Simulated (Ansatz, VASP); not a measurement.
## One calculation of KCl, two programs

The input INCAR:

```
PREC = Accurate ; ENCUT = 520
EDIFF = 1E-6 ; ISMEAR = 0
SIGMA = 0.02 ; LREAL = F
LASPH = T ; NELM = 100
ALGO = Normal ; ISIF = 2
LWAVE = F ; LCHARG = T
GGA = PE ; LELF = T
LVHAR = T ; NBANDS = 15
```

File KPOINTS:

```
regular mesh
0
Gamma
  6 6 6
```

Contents of POSCAR:

```
KCl
1.0
    0.0000000000      3.1240779502      3.1240779502
    3.1240779502      0.0000000000      3.1240779502
    3.1240779502      3.1240779502      0.0000000000
K Cl
1 1
Direct
    0.0000000000      0.0000000000      0.0000000000
    0.5000000000      0.5000000000      0.5000000000
```

Input for Ansatz:

```yaml
crystal:
  lattice:
    - [0.0, 3.1240779502, 3.1240779502]
    - [3.1240779502, 0.0, 3.1240779502]
    - [3.1240779502, 3.1240779502, 0.0]
  atoms:
    - { symbol: K, position: [0.0, 0.0, 0.0] }
    - { symbol: Cl, position: [0.5, 0.5, 0.5] }
basis:
  ecutwfc: 420
kpoints:
  mp_grid: { grid: [6, 6, 6] }
hamiltonian:
  xc: pbe
scf:
  occupations: { method: gaussian, width: 0.02 }
output:
  forces: true
  stress: true
  eigenvalues: true
```

Alike in both runs: task single point; functional PBE; k mesh 6 × 6 × 6; occupations gaussian, width 0.02 eV; no spin polarisation.

|  | VASP | Ansatz |
| --- | --- | --- |
| version | VASP 6.6.1 | Ansatz 0.2.0 |
| potentials or method | VASP PAW PBE potentials, release 64 (K_sv, Cl) | scalar-relativistic, plane waves, PAW |
| plane-wave cutoff (eV) | 520 | 420 |
| valence electrons in the cell | 16 | 16 |

```csv
,VASP,Ansatz,Ansatz less VASP
gap on the k mesh at the Fermi level (eV),5.26,5.26,+0.003
least direct gap on the mesh (eV),5.26,5.26,+0.003
pressure (GPa),1.2,1.2,-0.04
```
